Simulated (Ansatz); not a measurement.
A generator proposed this cell of GaAs.

```
Ga As
1.0
     7.35179    0.00000    0.00000
     0.00000    4.02061    0.00000
     0.00000    0.00000    6.11362
Ga As
4 4
Direct
  0.18989 0.75000 0.62009
  0.68989 0.75000 0.87991
  0.31011 0.25000 0.12009
  0.81011 0.25000 0.37991
  0.04083 0.75000 0.22893
  0.54083 0.75000 0.27107
  0.45917 0.25000 0.72893
  0.95917 0.25000 0.77107
```

Computed with DFT PBE, scalar-relativistic, plane waves, PAW in Ansatz. Plane waves to 420 eV, a k mesh through Γ of 4×4×4 on the computed 8-atom cell and Gaussian smearing (0.10 eV); no spin polarisation.

Energies over the elements count from the elements' standard structures at the same level, with no fitted energy shifts.

Q: Estimate its pressure, forces and energy as it stands.

A: The pressure is -5.3 GPa (the mean over three directions, positive in compression), the largest force is 0.60 eV/Å, and the energy is +0.13 eV/atom against the elements. The shortest distance is 2.63 Å.

Q: How much does it gain on relaxing, and where does it end?

A: Relaxing gains about 0.16 eV/atom (the start's value is from the coarse mesh, so the gain is rough) in 14 ionic steps and ends at −0.03 eV/atom on the finer mesh. The symmetry stays Pnma (No. 62). The volume per atom shrinks by 1.5 %, from 22.6 to 22.3 Å³. The shortest distance goes from 2.63 Å (Ga–As) to 2.51 Å (Ga–As). Conventional cell: a = 7.103 Å, b = 3.739 Å, c = 6.703 Å. Ga has 3 As at 2.51–2.58 Å and 2 As at 2.76 Å; As is surrounded by 3 Ga at 2.51–2.58 Å and 2 Ga at 2.76 Å.

The last run used a 6×10×6 mesh (in the run's order of axes) for its 8-atom cell and Gaussian smearing of 0.10 eV. For metals, differences of a few meV/atom aren't resolved. The reference form of As is held partly by dispersion forces, which this level lacks. The relaxation can't lower the symmetry of the start. Symmetry constrained the relaxation, so the result can be a saddle point. Another cell of GaAs relaxed alike, in F-43m (a cell as deposited in COD), lies 0.32 eV/atom lower, so this cell isn't the stable form at this level.
